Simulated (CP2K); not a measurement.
Runs of CP2K 2026.2 on WC. Symmetry: Fm-3m, No. 225, cubic system. Conventional cell: a = 4.385 Å, b = 4.385 Å, c = 4.385 Å, α = 90.00°, β = 90.00°, γ = 90.00°. Around W (site symmetry m-3m) lie 6 C at 2.19 Å. Around C (site symmetry m-3m) lie 6 W at 2.19 Å. Measurements of this composition are mostly on another form, of space group No. 187.

| potentials or basis | ADDED_MOS | gap on the mesh (eV) | pressure (GPa) |
| --- | --- | --- | --- |
| GTH_POTENTIALS W GTH-PBE-q14, C GTH-PBE-q4; SZV-MOLOPT-SR-GTH basis | [5] | none | (b) |
| GTH_POTENTIALS W GTH-PBE-q14, C GTH-PBE-q4; DZVP-MOLOPT-SR-GTH basis | [13] | none | -6.3 |
| POTENTIAL_UZH W GTH-PBE-q14, C GTH-PBE-q4; ccGRB-D basis | [13] | none | -3.2 |
| POTENTIAL_UZH W GTH-PBE-q14, C GTH-PBE-q4; DZVP-MOLOPT-PBE-GTH basis | [13] | none | -4.8 |
| POTENTIAL_UZH W GTH-PBE-q14, C GTH-PBE-q4; TZVP-MOLOPT-PBE-GTH basis | [13] | none | -4.9 |
| GTH_POTENTIALS W GTH-PBE-q14, C GTH-PBE-q4; TZVP-MOLOPT-SR-GTH, TZVP-MOLOPT-GTH basis | [13] | none | -5.6 |
| POTENTIAL_UZH W GTH-PBE-q14, C GTH-PBE-q4; TZV2P-MOLOPT-PBE-GTH basis | [13] | none | (a) |

Alike in all rows: task single point; level PBE; no spin polarisation; cell as given; k mesh 10 × 10 × 10; smearing fermi-dirac 0.05 eV.

Q: Fill in the values left out.

A: (a) -5.1; (b) -9.9.

Caveats: the basis of atomic orbitals isn't converged, which shifts pressures, moduli and gaps; a minimal basis gives rough bond lengths, pressures and levels (some runs).

A k mesh can miss the band edges, and the runs leave out spin-orbit coupling on W.

A gap of «none» marks a metal or a gap under the smearing width.
